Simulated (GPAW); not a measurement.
# CdF2 (Fm-3m) in GPAW: a series of runs, part 2 of 2

GPAW 26.7.0. Earlier steps stand in the parts before.

### 4 Band structure, LDA

run.py reads:

```python
from ase import Atoms
from ase.dft.bandgap import bandgap
from ase.io import write
from ase.units import GPa
from gpaw import GPAW, PW

atoms = Atoms(['Cd', 'F', 'F'],
              cell=[[0.0, 2.694, 2.694],
                    [2.694, 0.0, 2.694],
                    [2.694, 2.694, 0.0]],
              scaled_positions=[[0.0, 0.0, 0.0],
                                [0.75, 0.75, 0.75],
                                [0.25, 0.25, 0.25]],
              pbc=True)

calc = GPAW(mode=PW(800),
            xc='LDA',
            kpts={'size': (9, 9, 9), 'gamma': True},
            occupations={'name': 'fermi-dirac', 'width': 0.05},
            nbands=24,
            convergence={'density': 1e-05, 'energy': 1e-05},
            maxiter=150,
            txt='gpaw.txt')
atoms.calc = calc
energy = atoms.get_potential_energy()
forces = atoms.get_forces()
stress = atoms.get_stress()
calc.write('gs.gpw')
write('result.traj', atoms)
print(f'Energy: {energy:.6f} eV')
print('Forces (eV/A):')
print(forces.round(4))
print('Stress (GPa):', (stress / GPa).round(3))
print('Fermi level:', round(calc.get_fermi_level(), 4), 'eV')
print(f'Gap: {bandgap(calc)[0]:.4f} eV, direct: {bandgap(calc, direct=True)[0]:.4f} eV')

path = atoms.cell.bandpath('GXWKGLUWLK,UX', npoints=80, eps=1e-4)
bs_calc = calc.fixed_density(kpts=path, symmetry='off', nbands=35,
                             convergence={'bands': 'CBM+6.0', 'eigenstates': 1e-6}, txt='bands.txt')
bs = bs_calc.band_structure()
bs.write('bs.json')
print(f'Gap on the path: {bandgap(bs_calc)[0]:.4f} eV')
```

Potentials or basis: the program's PAW data sets (release 1.2.1) made for this functional, pw.

Command:

```bash
$ OMP_NUM_THREADS=1 python run.py
```

gpaw.txt:

```text
__  _  _
 | _ |_)|_||  |
 |__||  | ||/\| - 26.7.0

Input parameters:
  mode=PW(ecut=800.0),
  convergence={'density': 1e-05, 'energy': 1e-05},
  kpts=MonkhorstPack(size=(9, 9, 9), gamma=True),
  maxiter=150,
  nbands=24,
  occupations=Occupations(name='fermi-dirac', width=0.05),
  xc=XC(name='LDA')

Diagonalizing LCAO Hamiltonian
Converting LCAO to pw mode

                    F

           F

       Cd

Atoms  # Å, Bohr magnetons
|   | symbol |        x |        y |        z |    initial magnetic moments |
|---|--------|----------|----------|----------|-----------------------------|
| 0 |     Cd | 0.000000 | 0.000000 | 0.000000 | ( 0.0000,  0.0000,  0.0000) |
| 1 |      F | 4.041000 | 4.041000 | 4.041000 | ( 0.0000,  0.0000,  0.0000) |
| 2 |      F | 1.347000 | 1.347000 | 1.347000 | ( 0.0000,  0.0000,  0.0000) |

Unit cell  # Å
| periodic |        x |        y |        z |  lengths |    angles |
|----------|----------|----------|----------|----------|-----------|
|      yes | 0.000000 | 2.694000 | 2.694000 | 3.809891 | 60.000000 |
|      yes | 2.694000 | 0.000000 | 2.694000 | 3.809891 | 60.000000 |
|      yes | 2.694000 | 2.694000 | 0.000000 | 3.809891 | 60.000000 |

Number of symmetries: 48
Symmetry operations  # r_c * U_cc + t_c -> r_c
|    | kind |            matrix            |
|----|------|------------------------------|
|  0 |  σ   |  1, 0, 0,  1, 0,-1,  1,-1, 0 |
|  1 |  C2  |  1, 0, 0,  1,-1, 0,  1, 0,-1 |
|  2 |  E   |  1, 0, 0,  0, 1, 0,  0, 0, 1 |
|  3 |  σ   |  1, 0, 0,  0, 0, 1,  0, 1, 0 |
|  4 |  C4  |  1, 0,-1,  1, 0, 0,  1,-1, 0 |
|  5 |  S6  |  1, 0,-1,  1,-1, 0,  1, 0, 0 |
|  6 |  σ   |  1, 0,-1,  0, 1,-1,  0, 0,-1 |
|  7 |  C3  |  1, 0,-1,  0, 0,-1,  0, 1,-1 |
|  8 |  S6  |  1,-1, 0,  1, 0, 0,  1, 0,-1 |
|  9 |  C4  |  1,-1, 0,  1, 0,-1,  1, 0, 0 |
| 10 |  C3  |  1,-1, 0,  0,-1, 1,  0,-1, 0 |
| 11 |  σ   |  1,-1, 0,  0,-1, 0,  0,-1, 1 |
| 12 |  σ   |  0, 1, 0,  1, 0, 0,  0, 0, 1 |
| 13 |  C4  |  0, 1, 0,  0, 1,-1, -1, 1, 0 |
| 14 |  C3  |  0, 1, 0,  0, 0, 1,  1, 0, 0 |
| 15 |  S6  |  0, 1, 0, -1, 1, 0,  0, 1,-1 |
| 16 |  C2  |  0, 1,-1,  1, 0,-1,  0, 0,-1 |
| 17 |  σ   |  0, 1,-1,  0, 1, 0, -1, 1, 0 |
| 18 |  S4  |  0, 1,-1,  0, 0,-1,  1, 0,-1 |
| 19 |  C4  |  0, 1,-1, -1, 1, 0,  0, 1, 0 |
| 20 |  C3  |  0, 0, 1,  1, 0, 0,  0, 1, 0 |
| 21 |  σ   |  0, 0, 1,  0, 1, 0,  1, 0, 0 |
| 22 |  S6  |  0, 0, 1,  0,-1, 1, -1, 0, 1 |
| 23 |  C4  |  0, 0, 1, -1, 0, 1,  0,-1, 1 |
| 24 |  S4  |  0, 0,-1,  1, 0,-1,  0, 1,-1 |
| 25 |  C3  |  0, 0,-1,  0, 1,-1,  1, 0,-1 |
| 26 |  C2  |  0, 0,-1,  0,-1, 0, -1, 0, 0 |
| 27 |  S6  |  0, 0,-1, -1, 0, 0,  0,-1, 0 |
| 28 |  S4  |  0,-1, 1,  1,-1, 0,  0,-1, 0 |
| 29 |  C4  |  0,-1, 1,  0, 0, 1, -1, 0, 1 |
| 30 |  C2  |  0,-1, 1,  0,-1, 0,  1,-1, 0 |
| 31 |  σ   |  0,-1, 1, -1, 0, 1,  0, 0, 1 |
| 32 |  C3  |  0,-1, 0,  1,-1, 0,  0,-1, 1 |
| 33 |  S6  |  0,-1, 0,  0, 0,-1, -1, 0, 0 |
| 34 |  S4  |  0,-1, 0,  0,-1, 1,  1,-1, 0 |
| 35 |  C2  |  0,-1, 0, -1, 0, 0,  0, 0,-1 |
| 36 |  C2  | -1, 1, 0,  0, 1, 0,  0, 1,-1 |
| 37 |  S6  | -1, 1, 0,  0, 1,-1,  0, 1, 0 |
| 38 |  S4  | -1, 1, 0, -1, 0, 1, -1, 0, 0 |
| 39 |  C3  | -1, 1, 0, -1, 0, 0, -1, 0, 1 |
| 40 |  S6  | -1, 0, 1,  0, 0, 1,  0,-1, 1 |
| 41 |  C2  | -1, 0, 1,  0,-1, 1,  0, 0, 1 |
| 42 |  C3  | -1, 0, 1, -1, 1, 0, -1, 0, 0 |
| 43 |  S4  | -1, 0, 1, -1, 0, 0, -1, 1, 0 |
| 44 |  C2  | -1, 0, 0,  0, 0,-1,  0,-1, 0 |
| 45 |  i   | -1, 0, 0,  0,-1, 0,  0, 0,-1 |
| 46 |  σ   | -1, 0, 0, -1, 1, 0, -1, 0, 1 |
| 47 |  C2  | -1, 0, 0, -1, 0, 1, -1, 1, 0 |

BZ-sampling:
  Number of BZ points: 729
  Number of IBZ points: 35

  Monkhorst-Pack size: [9, 9, 9]
  Monkhorst-Pack shift: [0, 0, 0]

K-points  # in reciprocal-cell coordinates
|     |                                coordinates |     weight |
|-----|--------------------------------------------|------------|
|   0 | (  0.00000000,   0.00000000,   0.00000000) | 0.00137174 |
|   1 | (  0.11111111,   0.11111111,   0.00000000) | 0.00823045 |
|   2 | (  0.11111111,   0.11111111,   0.11111111) | 0.01097394 |
|   3 | (  0.22222222,   0.11111111,   0.11111111) | 0.01646091 |
|   4 | (  0.22222222,   0.22222222,   0.00000000) | 0.00823045 |
|   5 | (  0.22222222,   0.22222222,   0.11111111) | 0.03292181 |
|   6 | (  0.22222222,   0.22222222,   0.22222222) | 0.01097394 |
|   7 | (  0.33333333,   0.22222222,   0.11111111) | 0.03292181 |
|   8 | (  0.33333333,   0.22222222,   0.22222222) | 0.03292181 |
|   9 | (  0.33333333,   0.33333333,  -0.33333333) | 0.01646091 |
| ... |                                            |            |
|  34 | (  0.44444444,   0.44444444,   0.44444444) | 0.01097394 |

Plane wave coefficients: 2020
Cutoff: 800.0 eV

Spin-components: 1 (collinear spins)
Bands:           24
Projectors:      16
Spin-degeneracy: 2
Datatype:        complex128

Parallelization:
  kpt:    1
  domain: 1
  band:   1

Density:
  Valence electrons: 26.0
  Components: 1
  Grid points: [25 25 25]
  Charge: 0.0  # |e|

Potential:
  Grid points: [25 25 25]

species:
  Cd:
    name:    Cadmium
    Z:       48.0
    valence: 12
    core:    36
    charge:  0.0  # [|e|]
    compensation charges:
      type: gauss
      rc: 0.38  # [Å]
      lmax: 2
    cutoffs:
      filter: 2.12  # [Å]
      core: 2.62  # [Å]
    projectors
    | kind |    occ | energy [eV] | rcut [Å] |
    |------|--------|-------------|----------|
    |   5s |  2.000 |      -5.950 |    1.191 |
    |   5p |  0.000 |      -1.328 |    1.228 |
    |   4d | 10.000 |     -11.904 |    1.164 |
    |    s |        |      21.261 |    1.191 |
    |    p |        |      25.883 |    1.228 |
    |    d |        |      15.307 |    1.164 |

    Using partial waves for Cd as LCAO basis

  F:
    name:    Fluorine
    Z:       9.0
    valence: 7
    core:    2
    charge:  0.0  # [|e|]
    compensation charges:
      type: gauss
      rc: 0.20  # [Å]
      lmax: 2
    cutoffs:
      filter: 1.14  # [Å]
      core: 0.74  # [Å]
    projectors
    | kind |    occ | energy [eV] | rcut [Å] |
    |------|--------|-------------|----------|
    |   2s |  2.000 |     -29.647 |    0.635 |
    |   2p |  5.000 |     -11.293 |    0.635 |
    |    s |        |      -2.435 |    0.635 |
    |    p |        |      15.918 |    0.635 |
    |    d |        |       0.000 |    0.635 |

    Using partial waves for F as LCAO basis

Reference energy: -157433.884236  # eV

eigensolver:
  PPCG
  Converge bands: occupied
  niter=2

density mixing:
  MSR1-Mixer
  Pratt-step length: 0.05
  Maximum mixing coefficient: 0.75
  Old densities: 10
  SVD Regularization: 0.005
  Good broyden scale: 1.0
  Trust region scale: 1.0
  Backstep threshold: 4.0
  History deletion threshold: 6.0
  Fourier metric: weight=20.0, sigma=0.015

occupation numbers:
  Fermi-Dirac:
    width: 0.0500  # eV

poisson solver:
  ecut: 6400.0  # eV

xc functional:
  name: None

convergence criteria:
[... 6 lines left out ...]
|iter     | |      energy | eigst |  dens |
|---------|-|-------------|-------|-------|
|iter:   1| |  -14.358562 | -0.65 |       |
|iter:   2| |  -13.988852 | -2.35 | -1.07 |
|iter:   3| |  -12.926339 | -0.87 | -1.12 |
|iter:   4| |  -12.896566 | -2.90 | -1.57 |
|iter:   5| |  -12.887769 | -3.62 | -1.89 |
|iter:   6| |  -12.887771 | -5.77 | -3.08 |
|iter:   7| |  -12.887774c| -6.47 | -3.46 |
|iter:   8| |  -12.887774c| -7.64c| -4.91 |
|iter:   9| |  -12.887774c| -8.26c| -5.48c|

Converged in 9 steps
Energy contributions relative to reference atoms: (reference = -157433.884236)

Energy contributions:
  Kinetic:          28.275112
  Coulomb:         -25.279524
  Zero:              0.056686
  External:          0.000000
  Xc:              -15.940048
  Entropy:          -0.000000
  Spinorbit:         0.000000
  ----------------------------
  Free energy:     -12.887774
  Extrapolated:    -12.887774

dipole moment: (-17.503271, -17.503271, -17.503271)  # |e|*Ang

Fermi level: 2.466
Eigenvalues  # (at kpt = [0.000, 0.000, 0.000])
| band index |      eig [eV] | occ [0-2] |
|------------|---------------|-----------|
|          0 |       -19.059 |     2.000 |
|        ... |               |           |
|          5 |        -2.832 |     2.000 |
|          6 |        -2.832 |     2.000 |
|          7 |         0.405 |     2.000 |
|          8 |         0.405 |     2.000 |
|          9 |         0.405 |     2.000 |
|         10 |         0.995 |     2.000 |
[... 8 lines left out ...]
|         19 |        20.972 |     0.000 |
|         20 |        24.488 |     0.000 |
|        ... |               |           |
|         23 |        24.856 |     0.000 |

Gap: 2.802 eV
Transition (v -> c):
  (s=0, k=16, n=12, [0.44, 0.22, -0.22]) -> (s=0, k=0, n=13, [0.00, 0.00, 0.00])
Direct/indirect transitions are different
Direct gap: 3.222 eV
Transition at: (s=0, k=0, n=12, [0.00, 0.00, 0.00])

Forces  # eV/Ang
|       x |        y |        z |
|---------|----------|----------|
| 0.00000 |  0.00000 |  0.00000 |  # Cd   0
| 0.00000 |  0.00000 | -0.00000 |  # F    1
| 0.00000 | -0.00000 |  0.00000 |  # F    2

Stress tensor  # eV/Ang^3
|        x |        y |        z |
|----------|----------|----------|
| 0.047193 | 0.000000 | 0.000000 |
| 0.000000 | 0.047193 | 0.000000 |
| 0.000000 | 0.000000 | 0.047193 |

# Writing to gs.gpw (mode='')
```

It took 61 s on 1 thread of Arm Neoverse V2, shared host; peak memory 0.34 GiB.

What came out:

| Quantity | Value |
| --- | --- |
| Free energy | -12.8878 eV |
| Pressure | -7.6 GPa |
| Band gap on the k mesh | 2.80 eV, indirect (least direct gap 3.22 eV) |
| Band gap along the path | 2.77 eV, indirect (least direct gap 3.22 eV) |

Levels at the corners of the path, in eV from the valence-band top:
```
point  band 10  band 11  band 12  band 13  band 14  band 15
    Γ    -1.04    -0.45    -0.45    -0.45     2.77    12.26
    X    -3.08    -0.56    -0.09    -0.09     7.73     9.31
    W    -1.57    -1.57    -0.65     0.00     7.80    11.06
    K    -2.34    -1.01    -0.37    -0.20     7.69    10.40
    Γ    -1.04    -0.45    -0.45    -0.45     2.77    12.26
    L    -1.93    -1.93    -0.37    -0.37     6.92     8.77
    U    -2.34    -1.01    -0.37    -0.20     7.69    10.40
    W    -1.57    -1.57    -0.65     0.00     7.80    11.06
    L    -1.93    -1.93    -0.37    -0.37     6.92     8.77
    K    -2.34    -1.01    -0.37    -0.20     7.69    10.40
    U    -2.34    -1.01    -0.37    -0.20     7.69    10.40
    X    -3.08    -0.56    -0.09    -0.09     7.73     9.31
```

### 5 Overview

| task | level | potentials or basis | k mesh | band path | band points | gap on the mesh (eV) |
| --- | --- | --- | --- | --- | --- | --- |
| equation of state | r2SCAN | GPAW PAW data sets (gpaw-data 1.2.1), pw | 9 × 9 × 9 | - | - | - |
| single point | TB-mBJ | GPAW PAW data sets for LDA (gpaw-data 1.2.1), pw | 10 × 10 × 10 | - | - | 6.59 |
| band structure | LDA | the program's PAW data sets (release 1.2.1) made for this functional, pw | 9 × 9 × 9 | GXWKGLUWLK,UX | 80 | 2.80 |

Alike in all rows: no spin polarisation; cell as given; cutoff (eV) 800; smearing fermi-dirac 0.05 eV.

Caveats: the PAW data sets were made with another functional, which shifts forces and pressure a little (some runs); the points scatter about the fit (some runs); a model potential gives levels but no total energy (some runs).

Absolute energies hang on the potentials; compare differences alone.
